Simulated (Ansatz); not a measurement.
V2O5: what each run costs

Cell: 14 atoms, space group Pmmn, a = 3.545 Å, b = 11.498 Å, c = 4.345 Å, α = 90.00°, β = 90.00°, γ = 90.00°.

All runs are DFT with Ansatz 0.2.0 on 1 thread of Intel Xeon Platinum 8488C (Sapphire Rapids) (x86_64; 2 cores open to the job, memory cap 2.5 GiB, no GPU), a shared host.

Q: Rank the runs by wall time, shortest first.
A. single point, PBE, 420 eV, 6×2×5 k-points, smearing 0.02 eV
B. single point at relaxed positions, r2SCAN, 500 eV, 6×2×5 k-points, smearing 0.02 eV
C. relaxation of the ions, PBE, 420 eV, 6×2×5 k-points, smearing 0.02 eV

A: A (18 s, 0.63 GiB), B (33 s, 0.94 GiB), C (51 s, 0.64 GiB).
